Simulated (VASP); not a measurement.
# TaAs in VASP: notebook, part 2 of 2

VASP 6.6.1.

## 4. Work function, revPBE

Input file INCAR:

```
PREC     = Accurate       # precision mode
ENCUT    = 520            # plane-wave cutoff, eV
EDIFF    = 1E-6           # SCF threshold, eV
ISMEAR   = -1             # smearing method
SIGMA    = 0.05           # smearing width, eV
LREAL    = False          # projectors in reciprocal space
LASPH    = True           # aspherical terms in the spheres
NELM     = 100            # most SCF steps
ALGO     = Fast           # electronic algorithm
ISIF     = 2              # what is computed and relaxed
LWAVE    = False          # write WAVECAR
LCHARG   = True           # write CHGCAR
LDIPOL   = True         
IDIPOL   = 3            
DIPOL    = 0.5 0.5 0.500
GGA      = RE             # functional
LELF     = True           # ELF
LVHAR    = True         
LVACPOTAV= True
```

Input file KPOINTS:

```
regular mesh
0
Gamma
  6 6 1
```

Input file POSCAR:

```
TaAs
1.0
    3.4436267244      0.0000000000      0.0000000000
    0.0000000000      3.4436267244      0.0000000000
    0.0000000000      0.0000000000     24.7720569659
Ta As
4 4
Direct
    0.5000000000      0.5000000000      0.3027604857
    0.0000000000      0.5000000000      0.4211992077
    0.0000000000      0.0000000000      0.5396379297
    0.5000000000      0.0000000000      0.6580766517
    0.0000000000      0.0000000000      0.3419233483
    0.5000000000      0.0000000000      0.4603620703
    0.5000000000      0.5000000000      0.5788007923
    0.0000000000      0.5000000000      0.6972395143
```

Potentials or basis: VASP PAW PBE potentials, release 64 (Ta_pv, As).

Started as:

```console
$ cat potpaw_PBE.64/Ta_pv/POTCAR potpaw_PBE.64/As/POTCAR > POTCAR
$ mpirun -np 1 vasp_std > vasp.out
```

OUTCAR:

```text
PREC = Accurate
   ENCUT = 520
   EDIFF = 1E-6
   ISMEAR = -1
   LREAL = False
   LASPH = True
   NELM = 100
   ISIF = 2
   GGA = RE

 ion  position               nearest neighbor table
   1  0.500  0.500  0.303-   5 2.62   5 2.62   5 2.62   5 2.62   2 3.40   2 3.40
   2  0.000  0.500  0.421-   5 2.61   5 2.61   6 2.62   6 2.62   6 2.62   6 2.62   3 3.40   1 3.40
                             3 3.40   1 3.40
   3  0.000  0.000  0.540-   6 2.61   6 2.61   7 2.62   7 2.62   7 2.62   7 2.62   4 3.40   4 3.40
                             2 3.40   2 3.40
   4  0.500  0.000  0.658-   7 2.61   7 2.61   8 2.62   8 2.62   8 2.62   8 2.62   3 3.40   3 3.40

   5  0.000  0.000  0.342-   2 2.61   2 2.61   1 2.62   1 2.62   1 2.62   1 2.62
   6  0.500  0.000  0.460-   3 2.61   3 2.61   2 2.62   2 2.62   2 2.62   2 2.62
   7  0.500  0.500  0.579-   4 2.61   4 2.61   3 2.62   3 2.62   3 2.62   3 2.62
   8  0.000  0.500  0.697-   4 2.62   4 2.62   4 2.62   4 2.62
[... 869 lines left out ...]
  energy-cutoff  :      520.00
  volume of cell :      293.76
      direct lattice vectors                 reciprocal lattice vectors
     3.443626724  0.000000000  0.000000000     0.290391520  0.000000000  0.000000000
     0.000000000  3.443626724  0.000000000     0.000000000  0.290391520  0.000000000
     0.000000000  0.000000000 24.772056966     0.000000000  0.000000000  0.040368065

 POSITION                                       TOTAL-FORCE (eV/Angst)
 -----------------------------------------------------------------------------------
      1.72181      1.72181      7.50000         0.000000      0.000000      0.792722
      0.00000      1.72181     10.43397         0.000000      0.000000     -0.158102
      0.00000      0.00000     13.36794         0.000000      0.000000     -0.292863
      1.72181      0.00000     16.30191         0.000000      0.000000     -0.207285
      0.00000      0.00000      8.47014         0.000000      0.000000     -0.957241
      1.72181      0.00000     11.40412         0.000000      0.000000      0.112727
      1.72181      1.72181     14.33809         0.000000      0.000000      0.077895
      0.00000      1.72181     17.27206         0.000000      0.000000      0.632147
 -----------------------------------------------------------------------------------
    total drift:                                0.000000     -0.000000      0.000124

  FREE ENERGIE OF THE ION-ELECTRON SYSTEM (eV)
  ---------------------------------------------------
  free  energy   TOTEN  =       -64.1263339705 eV

  energy  without entropy=      -64.0871101936  energy(sigma->0) =      -64.10672208

 vacuum level on the upper side and lower side of the slab         5.810         5.211
```

OSZICAR:

```text
N       E                     dE             d eps       ncg     rms          rms(c)
DAV:   1     0.487468207326E+03    0.48747E+03   -0.32755E+04  1512   0.146E+03
DAV:   2    -0.359307705550E+02   -0.52340E+03   -0.51198E+03  1446   0.342E+02
DAV:   3    -0.673376253176E+02   -0.31407E+02   -0.30630E+02  1514   0.737E+01
[... 23 lines left out ...]
RMM:  27    -0.641263255295E+02   -0.59387E-05   -0.27247E-06   703   0.241E-03    0.833E-04
RMM:  28    -0.641263312412E+02   -0.57117E-05   -0.15059E-06   693   0.206E-03    0.370E-04
RMM:  29    -0.641263325289E+02   -0.12877E-05   -0.75411E-07   520   0.148E-03    0.317E-04
RMM:  30    -0.641263336930E+02   -0.11641E-05   -0.47136E-07   450   0.136E-03    0.218E-04
RMM:  31    -0.641263339705E+02   -0.27750E-06   -0.26919E-07   401   0.121E-03
   1 F= -.64126334E+02 E0= -.64106722E+02  d E =-.392238E-01
```

stdout:

```text
POSCAR found type information on POSCAR TaAs
 POSCAR found :  2 types and       8 ions
 scaLAPACK will be used
 -----------------------------------------------------------------------------
[... 23 lines left out ...]
|     Did not find any points to average over, which means that no vacuum     |
|     field-free region was found. Please increase the size of  your cell     |
|     in the dimension of the dipole correction to obtain accurate            |
|     workfunction values.                                                    |
|                                                                             |
 -----------------------------------------------------------------------------
```

It took 5.3 min on 1 thread of Intel Xeon Platinum 8488C (Sapphire Rapids), shared host; peak memory 0.46 GiB.

What came out:

```yaml
Free_energy: -64.1263 eV
Largest_force: 0.957 eV/Å
Band_gap_on_the_k_mesh: none (metal or under the smearing width)
Work_function_of_the_upper_face: 4.88 eV
Work_function_of_the_lower_face: 4.28 eV
```

Forces on the atoms (eV/Å):
```
Ta   0.000  0.000  0.793
Ta   0.000  0.000 -0.158
Ta   0.000  0.000 -0.293
Ta   0.000  0.000 -0.207
As   0.000  0.000 -0.957
As   0.000  0.000  0.113
As   0.000  0.000  0.078
As   0.000  0.000  0.632
```

Levels at points of the mesh, in eV from the Fermi level:
| k point | band 27 | band 28 | band 29 | band 30 | band 31 | band 32 | band 33 | band 34 | band 35 | band 36 |
| --- | --- | --- | --- | --- | --- | --- | --- | --- | --- | --- |
| (0.00, 0.00, 0.00) | -1.79 | -1.75 | -1.21 | -1.21 | -0.47 | -0.40 | -0.23 | 1.11 | 1.33 | 1.54 |
| (0.50, 0.00, 0.00) | -2.10 | -1.78 | -1.42 | -1.08 | -0.03 | 0.19 | 0.22 | 0.73 | 0.89 | 1.19 |
| (0.00, 0.50, 0.00) | -1.80 | -1.67 | -0.81 | -0.80 | -0.13 | 0.08 | 0.19 | 0.29 | 0.35 | 1.18 |
| (0.50, 0.50, 0.00) | -3.03 | -1.38 | -1.20 | -0.96 | -0.94 | 0.83 | 0.84 | 1.46 | 2.37 | 2.94 |

Caveat: the PAW data sets were made with another functional, which shifts forces and pressure a little. Spin-orbit coupling is left out, which matters for the levels of Ta.

## 5. Work function, BLYP

Edit INCAR of step 4 so:

```diff
@@ -15,3 +15,7 @@
 DIPOL    = 0.5 0.5 0.500
-GGA      = RE             # functional
+GGA      = B5             # functional
+ALDAX    = 1.0          
+AGGAX    = 1.0          
+AGGAC    = 1.0          
+ALDAC    = 0.0          
 LELF     = True           # ELF
```

KPOINTS is that of step 4.

POSCAR is that of step 4.

Potentials or basis: VASP PAW PBE potentials, release 64 (Ta_pv, As).

Started as:

```console
$ cat potpaw_PBE.64/Ta_pv/POTCAR potpaw_PBE.64/As/POTCAR > POTCAR
$ mpirun -np 1 vasp_std > vasp.out
```

OUTCAR:

```text
PREC = Accurate
   ENCUT = 520
   EDIFF = 1E-6
   ISMEAR = -1
   LREAL = False
   LASPH = True
   NELM = 100
   ISIF = 2
   GGA = B5

 ion  position               nearest neighbor table
   1  0.500  0.500  0.303-   5 2.62   5 2.62   5 2.62   5 2.62   2 3.40   2 3.40
   2  0.000  0.500  0.421-   5 2.61   5 2.61   6 2.62   6 2.62   6 2.62   6 2.62   3 3.40   1 3.40
                             3 3.40   1 3.40
   3  0.000  0.000  0.540-   6 2.61   6 2.61   7 2.62   7 2.62   7 2.62   7 2.62   4 3.40   4 3.40
                             2 3.40   2 3.40
   4  0.500  0.000  0.658-   7 2.61   7 2.61   8 2.62   8 2.62   8 2.62   8 2.62   3 3.40   3 3.40

   5  0.000  0.000  0.342-   2 2.61   2 2.61   1 2.62   1 2.62   1 2.62   1 2.62
   6  0.500  0.000  0.460-   3 2.61   3 2.61   2 2.62   2 2.62   2 2.62   2 2.62
   7  0.500  0.500  0.579-   4 2.61   4 2.61   3 2.62   3 2.62   3 2.62   3 2.62
   8  0.000  0.500  0.697-   4 2.62   4 2.62   4 2.62   4 2.62

  LATTYP: Found a simple tetragonal cell.
 ALAT       =     3.4436267244
 C/A-ratio  =     7.1935952844

  Lattice vectors:

 A1 = (   3.4436267244,   0.0000000000,   0.0000000000)
 A2 = (   0.0000000000,   3.4436267244,   0.0000000000)
 A3 = (   0.0000000000,   0.0000000000,  24.7720569659)

Analysis of symmetry for initial positions (statically):
=====================================================================
 Subroutine PRICEL returns:
 Original cell was already a primitive cell.

 Routine SETGRP: Setting up the symmetry group for a
 simple tetragonal supercell.

 Subroutine GETGRP returns: Found  4 space group operations
 (whereof  4 operations were pure point group operations)
 out of a pool of 16 trial point group operations.

The static configuration has the point symmetry C_2v.

Analysis of symmetry for dynamics (positions and initial velocities):
=====================================================================
 Subroutine PRICEL returns:
 Original cell was already a primitive cell.

 Routine SETGRP: Setting up the symmetry group for a
 simple tetragonal supercell.

 Subroutine GETGRP returns: Found  4 space group operations
 (whereof  4 operations were pure point group operations)
 out of a pool of 16 trial point group operations.

[... 139 lines left out ...]
 NGX is ok and might be reduce to    28
   NGX = 13   NGY = 13   NGZ = 93

 dipolmoment           0.000000      0.000000     -0.027904 electrons x Angstroem

 number of electron      64.0000002 magnetization

 dipolmoment           0.000000      0.000000      0.037619 electrons x Angstroem

 Free energy of the ion-electron system (eV)
  ---------------------------------------------------
  ext. energy  EPLUGINS =         0.00000000
  ---------------------------------------------------
  free energy    TOTEN  =       -57.81535284 eV

  energy without entropy =      -57.77505188  energy(sigma->0) =      -57.79520236

 E-fermi :   1.2209     XC(G=0):  -6.0273

 val. band max:        1.1763554357   @ k =   0.0000   0.1667   0.0000
 cond. band min:       1.2599923432   @ k =   0.1667   0.0000   0.0000
 fundamental gap:      0.0836369075
 Fermi energy:         1.2209495791

 k-point     1 :       0.0000    0.0000    0.0000
  band No.  band energies     occupation
      1     -33.5951      2.00000
      2     -33.5806      2.00000
      3     -33.5092      2.00000
      4     -33.4850      2.00000
      5     -33.4686      2.00000
      6     -33.4652      2.00000
[... 645 lines left out ...]
     37       4.1044      0.00000
     38       4.3479      0.00000

------------------------ aborting loop because EDIFF is reached ----------------------------------------

  FORCE on cell =-STRESS in cart. coord.  units (eV):
  Direction    XX          YY          ZZ          XY          YZ          ZX
  --------------------------------------------------------------------------------------
  -------------------------------------------------------------------------------------
  Total        5.8167226      6.9261065      6.9106597      0.0000000      0.0000000      0.0000000
  in kB       31.7244957     37.7750926     37.6908456      0.0000000      0.0000000      0.0000000
  external PRESSURE =      35.7301447 kB  Pullay stress =       0.0000000 kB

 VOLUME and BASIS-vectors are now :
 -----------------------------------------------------------------------------
  energy-cutoff  :      520.00
  volume of cell :      293.76
      direct lattice vectors                 reciprocal lattice vectors
     3.443626724  0.000000000  0.000000000     0.290391520  0.000000000  0.000000000
     0.000000000  3.443626724  0.000000000     0.000000000  0.290391520  0.000000000
     0.000000000  0.000000000 24.772056966     0.000000000  0.000000000  0.040368065

 POSITION                                       TOTAL-FORCE (eV/Angst)
 -----------------------------------------------------------------------------------
      1.72181      1.72181      7.50000         0.000000      0.000000      0.431480
      0.00000      1.72181     10.43397         0.000000      0.000000     -0.166235
      0.00000      0.00000     13.36794         0.000000      0.000000     -0.286972
      1.72181      0.00000     16.30191         0.000000      0.000000      0.040346
      0.00000      0.00000      8.47014         0.000000      0.000000     -1.114522
      1.72181      0.00000     11.40412         0.000000      0.000000      0.118060
      1.72181      1.72181     14.33809         0.000000      0.000000      0.071332
      0.00000      1.72181     17.27206         0.000000      0.000000      0.906511
 -----------------------------------------------------------------------------------
    total drift:                               -0.000000     -0.000000      0.000329

  FREE ENERGIE OF THE ION-ELECTRON SYSTEM (eV)
  ---------------------------------------------------
  free  energy   TOTEN  =       -57.8153528357 eV

  energy  without entropy=      -57.7750518790  energy(sigma->0) =      -57.79520236

 vacuum level on the upper side and lower side of the slab         5.916         5.341
```

stdout:

```text
POSCAR found type information on POSCAR TaAs
 POSCAR found :  2 types and       8 ions
 scaLAPACK will be used
 -----------------------------------------------------------------------------
[... 23 lines left out ...]
|     Did not find any points to average over, which means that no vacuum     |
|     field-free region was found. Please increase the size of  your cell     |
|     in the dimension of the dipole correction to obtain accurate            |
|     workfunction values.                                                    |
|                                                                             |
 -----------------------------------------------------------------------------
```

Run time: 7.5 min. Hardware: 1 thread of Intel Xeon Platinum 8488C (Sapphire Rapids), shared host; peak memory 0.45 GiB.

What came out:

* Free energy: -57.8154 eV
* Largest force: 1.115 eV/Å
* Band gap on the k mesh: none (metal or under the smearing width)
* Work function of the upper face: 4.70 eV
* Work function of the lower face: 4.12 eV

Forces on the atoms (eV/Å):
```
Ta   0.000  0.000  0.431
Ta   0.000  0.000 -0.166
Ta   0.000  0.000 -0.287
Ta   0.000  0.000  0.040
As   0.000  0.000 -1.115
As   0.000  0.000  0.118
As   0.000  0.000  0.071
As   0.000  0.000  0.907
```

Caveat: the PAW data sets were made with another functional, which shifts forces and pressure a little. The run has no spin-orbit coupling, so splittings on Ta are missing.

## 6. Work function, PW91

Edit INCAR of step 5 so:

```diff
@@ -15,7 +15,3 @@
 DIPOL    = 0.5 0.5 0.500
-GGA      = B5             # functional
-ALDAX    = 1.0          
-AGGAX    = 1.0          
-AGGAC    = 1.0          
-ALDAC    = 0.0          
+GGA      = 91             # functional
 LELF     = True           # ELF
```

KPOINTS is that of step 5.

POSCAR is that of step 5.

Potentials or basis: VASP PAW PBE potentials, release 64 (Ta_pv, As).

Started as:

```console
$ cat potpaw_PBE.64/Ta_pv/POTCAR potpaw_PBE.64/As/POTCAR > POTCAR
$ mpirun -np 1 vasp_std > vasp.out
```

OUTCAR:

```text
PREC = Accurate
   ENCUT = 520
   EDIFF = 1E-6
   ISMEAR = -1
   LREAL = False
   LASPH = True
   NELM = 100
   ISIF = 2
   GGA = 91

 ion  position               nearest neighbor table
   1  0.500  0.500  0.303-   5 2.62   5 2.62   5 2.62   5 2.62   2 3.40   2 3.40
   2  0.000  0.500  0.421-   5 2.61   5 2.61   6 2.62   6 2.62   6 2.62   6 2.62   3 3.40   1 3.40
                             3 3.40   1 3.40
   3  0.000  0.000  0.540-   6 2.61   6 2.61   7 2.62   7 2.62   7 2.62   7 2.62   4 3.40   4 3.40
                             2 3.40   2 3.40
   4  0.500  0.000  0.658-   7 2.61   7 2.61   8 2.62   8 2.62   8 2.62   8 2.62   3 3.40   3 3.40

   5  0.000  0.000  0.342-   2 2.61   2 2.61   1 2.62   1 2.62   1 2.62   1 2.62
   6  0.500  0.000  0.460-   3 2.61   3 2.61   2 2.62   2 2.62   2 2.62   2 2.62
   7  0.500  0.500  0.579-   4 2.61   4 2.61   3 2.62   3 2.62   3 2.62   3 2.62
   8  0.000  0.500  0.697-   4 2.62   4 2.62   4 2.62   4 2.62

  LATTYP: Found a simple tetragonal cell.
 ALAT       =     3.4436267244
 C/A-ratio  =     7.1935952844

  Lattice vectors:

 A1 = (   3.4436267244,   0.0000000000,   0.0000000000)
 A2 = (   0.0000000000,   3.4436267244,   0.0000000000)
 A3 = (   0.0000000000,   0.0000000000,  24.7720569659)

Analysis of symmetry for initial positions (statically):
[... 843 lines left out ...]
     38       3.9852      0.00000

------------------------ aborting loop because EDIFF is reached ----------------------------------------

  FORCE on cell =-STRESS in cart. coord.  units (eV):
  Direction    XX          YY          ZZ          XY          YZ          ZX
  --------------------------------------------------------------------------------------
  -------------------------------------------------------------------------------------
  Total       -1.0379035      0.1643323      1.4496211      0.0000000      0.0000000      0.0000000
  in kB       -5.6607420      0.8962709      7.9062560      0.0000000      0.0000000      0.0000000
  external PRESSURE =       1.0472616 kB  Pullay stress =       0.0000000 kB

 VOLUME and BASIS-vectors are now :
 -----------------------------------------------------------------------------
  energy-cutoff  :      520.00
  volume of cell :      293.76
      direct lattice vectors                 reciprocal lattice vectors
     3.443626724  0.000000000  0.000000000     0.290391520  0.000000000  0.000000000
     0.000000000  3.443626724  0.000000000     0.000000000  0.290391520  0.000000000
     0.000000000  0.000000000 24.772056966     0.000000000  0.000000000  0.040368065

 POSITION                                       TOTAL-FORCE (eV/Angst)
 -----------------------------------------------------------------------------------
      1.72181      1.72181      7.50000         0.000000      0.000000      0.870215
      0.00000      1.72181     10.43397         0.000000      0.000000     -0.157634
      0.00000      0.00000     13.36794         0.000000      0.000000     -0.291649
      1.72181      0.00000     16.30191         0.000000      0.000000     -0.158142
      0.00000      0.00000      8.47014         0.000000      0.000000     -0.965283
      1.72181      0.00000     11.40412         0.000000      0.000000      0.114392
      1.72181      1.72181     14.33809         0.000000      0.000000      0.073898
      0.00000      1.72181     17.27206         0.000000      0.000000      0.514202
 -----------------------------------------------------------------------------------
    total drift:                                0.000000     -0.000000      0.000363

  FREE ENERGIE OF THE ION-ELECTRON SYSTEM (eV)
  ---------------------------------------------------
  free  energy   TOTEN  =       -66.8076502274 eV

  energy  without entropy=      -66.7684591962  energy(sigma->0) =      -66.78805471

 vacuum level on the upper side and lower side of the slab         5.828         5.245
```

It took 4.8 min on 1 thread of Intel Xeon Platinum 8488C (Sapphire Rapids), shared host; peak memory 0.46 GiB.

Results:

```yaml
Free_energy: -66.8077 eV
Largest_force: 0.965 eV/Å
Band_gap_on_the_k_mesh: none (metal or under the smearing width)
Work_function_of_the_upper_face: 5.03 eV
Work_function_of_the_lower_face: 4.45 eV
```

Forces on the atoms (eV/Å):
```
Ta   0.000  0.000  0.870
Ta   0.000  0.000 -0.158
Ta   0.000  0.000 -0.292
Ta   0.000  0.000 -0.158
As   0.000  0.000 -0.965
As   0.000  0.000  0.114
As   0.000  0.000  0.074
As   0.000  0.000  0.514
```

Levels at points of the mesh, in eV from the Fermi level:
```tsv
k point	band 29	band 30	band 31	band 32	band 33	band 34
(0.00, 0.00, 0.00)	-1.20	-1.19	-0.48	-0.39	-0.22	1.10
(0.50, 0.00, 0.00)	-1.41	-1.08	-0.05	0.20	0.21	0.72
(0.00, 0.50, 0.00)	-0.81	-0.79	-0.14	0.08	0.18	0.27
(0.50, 0.50, 0.00)	-1.19	-0.91	-0.90	0.85	0.86	1.44
```

Caveat: the PAW data sets were made with another functional, which shifts forces and pressure a little. The run has no spin-orbit coupling, so splittings on Ta are missing.

## 7. The runs side by side

```tsv
level	gap on the mesh (eV)	largest force (eV/Å)	work function (eV)
PBEsol	none	1.26	5.05
RPBE	none	0.96	4.88
revPBE	none	0.96	4.88
BLYP	none	1.11	4.70
PW91	none	0.97	5.03
```

Alike in all rows: task work function; potentials or basis VASP PAW PBE potentials, release 64 (Ta_pv, As); no spin polarisation; cell as given; k mesh 6 × 6 × 1; cutoff (eV) 520; smearing fermi-dirac 0.05 eV.

Every run on the cell as given and a fine mesh finds a metal.

Caveats: the PAW data sets were made with another functional, which shifts forces and pressure a little.

Total energies depend on the potentials used, so only differences within one code and one set of settings carry meaning.
